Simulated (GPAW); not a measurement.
# GaP (I-4m2) in GPAW: relaxation of the atoms with PBE

Aim: the relaxation of the atoms of GaP with PBE.

Everything below comes from runs of GPAW 26.7.0. Logs are shortened: lines on timing, memory, paths and dates and some standing lists are left out, and cuts for length are marked. The log counts tension as positive stress, the text compression.

### Step 1. The cell of the first run

The structure is tetragonal, space group I-4m2 (No. 119). Conventional cell: a = 3.854 Å, b = 3.854 Å, c = 5.560 Å, α = 90.00°, β = 90.00°, γ = 90.00°. Around Ga (site symmetry -4m2) lie 4 P at 2.38 Å. P (site symmetry -4m2) has 4 Ga at 2.38 Å as nearest neighbours.

### Step 2. Relaxation of the atoms, PBE (strain = 0.02)

File run.py:

```python
from ase.io import read, write
from ase.optimize import BFGS
from gpaw import GPAW, PW

atoms = read('POSCAR')

calc = GPAW(mode=PW(600),
            xc='PBE',
            kpts={'size': (8, 8, 8), 'gamma': True},
            occupations={'name': 'fermi-dirac', 'width': 0.05},
            nbands=11,
            convergence={'density': 1e-05, 'forces': 0.0001},
            maxiter=150,
            txt='gpaw.txt')
atoms.calc = calc
opt = BFGS(atoms, trajectory='relax.traj', logfile='-')
done = opt.run(fmax=0.02, steps=60)
calc.write('gs.gpw')
write('result.traj', atoms)
print('Converged:', done)
print('Cell:', atoms.cell.cellpar().round(4))
print('Volume:', round(atoms.get_volume(), 4))
print(atoms.get_scaled_positions().round(5))
```

File POSCAR:

```
GaP
1.0
    0.0000000000      2.7252500000      2.7252500000
    2.7797550000      0.0000000000      2.7252500000
    2.7797550000      2.7252500000      0.0000000000
Ga P
1 1
Direct
    0.0000000000      0.0000000000      0.0000000000
    0.7500000000      0.7500000000      0.7500000000
```

Potentials or basis: GPAW PAW data sets (gpaw-data 1.2.1), pw.

Command:

```console
$ OMP_NUM_THREADS=1 python run.py
```

gpaw.txt:

```text
__  _  _
 | _ |_)|_||  |
 |__||  | ||/\| - 26.7.0

Input parameters:
  mode=PW(ecut=600.0),
  convergence={'density': 1e-05, 'forces': 0.0001},
  kpts=MonkhorstPack(size=(8, 8, 8), gamma=True),
  maxiter=150,
  nbands=11,
  occupations=Occupations(name='fermi-dirac', width=0.05),
  xc=XC(name='PBE')

Diagonalizing LCAO Hamiltonian
Converting LCAO to pw mode

                    P

       Ga

Atoms  # Å, Bohr magnetons
|   | symbol |        x |        y |        z |    initial magnetic moments |
|---|--------|----------|----------|----------|-----------------------------|
| 0 |     Ga | 0.000000 | 0.000000 | 0.000000 | ( 0.0000,  0.0000,  0.0000) |
| 1 |      P | 4.169633 | 4.087875 | 4.087875 | ( 0.0000,  0.0000,  0.0000) |

Unit cell  # Å
| periodic |        x |        y |        z |  lengths |    angles |
|----------|----------|----------|----------|----------|-----------|
|      yes | 0.000000 | 2.725250 | 2.725250 | 3.854086 | 59.342830 |
|      yes | 2.779755 | 0.000000 | 2.725250 | 3.892817 | 60.328585 |
|      yes | 2.779755 | 2.725250 | 0.000000 | 3.892817 | 60.328585 |

Number of symmetries: 8
Symmetry operations  # r_c * U_cc + t_c -> r_c
|   | kind |            matrix            |
|---|------|------------------------------|
| 0 |  E   |  1, 0, 0,  0, 1, 0,  0, 0, 1 |
| 1 |  σ   |  1, 0, 0,  0, 0, 1,  0, 1, 0 |
| 2 |  C2  |  0, 1,-1,  1, 0,-1,  0, 0,-1 |
| 3 |  S4  |  0, 1,-1,  0, 0,-1,  1, 0,-1 |
| 4 |  S4  |  0,-1, 1,  1,-1, 0,  0,-1, 0 |
| 5 |  C2  |  0,-1, 1,  0,-1, 0,  1,-1, 0 |
| 6 |  σ   | -1, 0, 0, -1, 1, 0, -1, 0, 1 |
| 7 |  C2  | -1, 0, 0, -1, 0, 1, -1, 1, 0 |

BZ-sampling:
  Number of BZ points: 512
  Number of IBZ points: 59

  Monkhorst-Pack size: [8, 8, 8]
  Monkhorst-Pack shift: [0.0625, 0.0625, 0.0625]

K-points  # in reciprocal-cell coordinates
|     |                                coordinates |     weight |
|-----|--------------------------------------------|------------|
|   0 | (  0.00000000,   0.00000000,   0.00000000) | 0.00195312 |
|   1 | (  0.00000000,   0.12500000,   0.12500000) | 0.00390625 |
|   2 | (  0.00000000,   0.25000000,   0.25000000) | 0.00390625 |
|   3 | (  0.00000000,   0.37500000,   0.37500000) | 0.00390625 |
|   4 | (  0.00000000,   0.50000000,   0.50000000) | 0.00195312 |
|   5 | (  0.12500000,   0.12500000,   0.00000000) | 0.00781250 |
|   6 | (  0.12500000,   0.12500000,   0.12500000) | 0.01562500 |
|   7 | (  0.12500000,   0.25000000,   0.12500000) | 0.01562500 |
|   8 | (  0.12500000,   0.25000000,   0.25000000) | 0.01562500 |
|   9 | (  0.12500000,   0.37500000,   0.25000000) | 0.01562500 |
| ... |                                            |            |
|  58 | (  0.50000000,   0.50000000,   0.50000000) | 0.00781250 |

Plane wave coefficients: 1391
Cutoff: 600.0 eV

Spin-components: 1 (collinear spins)
Bands:           11
Projectors:      10
Spin-degeneracy: 2
Datatype:        complex128

Parallelization:
  kpt:    1
  domain: 1
  band:   1

Density:
  Valence electrons: 8.0
  Components: 1
  Grid points: [24 24 24]
  Charge: 0.0  # |e|

Potential:
  Grid points: [24 24 24]

species:
  Ga:
    name:    Gallium
    Z:       31.0
    valence: 3
    core:    28
    charge:  0.0  # [|e|]
    compensation charges:
      type: gauss
      rc: 0.37  # [Å]
      lmax: 2
    cutoffs:
      filter: 2.06  # [Å]
      core: 4.17  # [Å]
    projectors
    | kind |    occ | energy [eV] | rcut [Å] |
    |------|--------|-------------|----------|
    |   4s |  2.000 |      -8.945 |    1.164 |
    |   4p |  1.000 |      -2.580 |    1.164 |
    |    s |        |      18.266 |    1.164 |
    |    p |        |      24.631 |    1.164 |
    |    d |        |       0.000 |    1.164 |

    Using partial waves for Ga as LCAO basis

  P:
    name:    Phosphorus
    Z:       15.0
    valence: 5
    core:    10
    charge:  0.0  # [|e|]
    compensation charges:
      type: gauss
      rc: 0.30  # [Å]
      lmax: 2
    cutoffs:
      filter: 1.69  # [Å]
      core: 1.81  # [Å]
    projectors
    | kind |    occ | energy [eV] | rcut [Å] |
    |------|--------|-------------|----------|
    |   3s |  2.000 |     -13.968 |    0.953 |
    |   3p |  3.000 |      -5.506 |    0.953 |
    |    s |        |      13.244 |    0.953 |
    |    p |        |      21.705 |    0.953 |
    |    d |        |       0.000 |    0.953 |

    Using partial waves for P as LCAO basis

Reference energy: -62187.585188  # eV

eigensolver:
  PPCG
  Converge bands: occupied
  niter=2

density mixing:
  MSR1-Mixer
  Pratt-step length: 0.05
  Maximum mixing coefficient: 0.75
  Old densities: 10
  SVD Regularization: 0.005
  Good broyden scale: 1.0
  Trust region scale: 1.0
  Backstep threshold: 4.0
  History deletion threshold: 6.0
  Fourier metric: weight=20.0, sigma=0.015

occupation numbers:
  Fermi-Dirac:
    width: 0.0500  # eV

poisson solver:
  ecut: 4800.0  # eV

xc functional:
  name: PBE with 2 nearest neighbor stencil

convergence criteria:
- Maximum integral of absolute [dens]ity change: 1e-05 electrons / valence electron
- Maximum change in the atomic [forces] across last 2 cycles: 0.0001 eV/Ang OR
Maximum error relative to the maximum force is below inf
- Maximum [total energy] change in last 3 cyles: 0.0005 eV / valence electron
- Maximum integral of absolute [eigenst]ate change: 4e-08 eV^2 / valence electron
maximum number of iterations: 150

SCF iterations
|iter     | |      energy | eigst |  dens |force |
|---------|-|-------------|-------|-------|------|
|iter:   1| |   -9.231784 | -0.29 |       |      |
|iter:   2| |   -9.197835 | -2.35 | -0.84 |      |
|iter:   3| |   -9.051969 | -1.90 | -0.87 |      |
|iter:   4| |   -9.053081 | -3.49 | -1.52 |      |
|iter:   5| |   -9.053335c| -4.35 | -2.05 |      |
|iter:   6| |   -9.053371c| -5.64 | -2.80 |      |
|iter:   7| |   -9.053372c| -7.22 | -3.82 |      |
|iter:   8| |   -9.053372c| -7.61c| -4.40 |      |
|iter:   9| |   -9.053372c| -8.65c| -5.34c|      |
|iter:  10| |   -9.053372c| -9.20c| -5.89c|-16.47c|

Converged in 10 steps
Energy contributions relative to reference atoms: (reference = -62187.585188)

Energy contributions:
  Kinetic:          22.013569
  Coulomb:         -19.437444
  Zero:              0.014231
  External:          0.000000
  Xc:              -11.643728
  Entropy:          -0.000000
  Spinorbit:         0.000000
  ----------------------------
  Free energy:      -9.053372
  Extrapolated:     -9.053372

dipole moment: (-11.089314, -10.871876, -10.871876)  # |e|*Ang

Fermi level: 5.550
Eigenvalues  # (at kpt = [0.000, 0.000, 0.000])
| band index |      eig [eV] | occ [0-2] |
|------------|---------------|-----------|
|          0 |        -7.568 |     2.000 |
|          1 |         4.672 |     2.000 |
|          2 |         4.785 |     2.000 |
|          3 |         4.785 |     2.000 |
|          4 |         6.473 |     0.000 |
|          5 |         8.669 |     0.000 |
|          6 |         8.669 |     0.000 |
|          7 |         8.713 |     0.000 |
|          8 |        13.531 |     0.000 |
|          9 |        14.248 |     0.000 |
|         10 |        14.593 |     0.000 |

Gap: 1.603 eV
Transition (v -> c):
  (s=0, k=0, n=3, [0.00, 0.00, 0.00]) -> (s=0, k=35, n=4, [0.38, 0.38, 0.00])
Direct/indirect transitions are different
Direct gap: 1.687 eV
Transition at: (s=0, k=0, n=3, [0.00, 0.00, 0.00])

Forces  # eV/Ang
|        x |        y |        z |
|----------|----------|----------|
|  0.00000 |  0.00000 |  0.00000 |  # Ga   0
| -0.00000 | -0.00000 | -0.00000 |  # P    1

# Writing to gs.gpw (mode='')
```

stdout:

```text
Step          Energy          fmax
BFGS:    0       -9.053372        0.000000
Converged: True
Cell: [ 3.8541  3.8928  3.8928 59.3428 60.3286 60.3286]
Volume: 41.2904
[[0.   0.   0.  ]
 [0.75 0.75 0.75]]
```

It took 20 s on 1 thread of Arm Neoverse V1, shared host; peak memory 0.16 GiB.

Results:

- Free energy: -9.0534 eV
- Band gap on the k mesh: 1.60 eV, indirect (least direct gap 1.69 eV)

Final structure:
```
Ga P
1.0
     0.00000    2.72525    2.72525
     2.77976    0.00000    2.72525
     2.77976    2.72525    0.00000
Ga P
1 1
Direct
  0.00000 0.00000 0.00000
  0.75000 0.75000 0.75000
```

Caveat: the density grid can change from cell to cell, which puts small steps into energies and stress; the relaxation stopped at its first step, so nothing moved; later steps reuse the first step's grids.
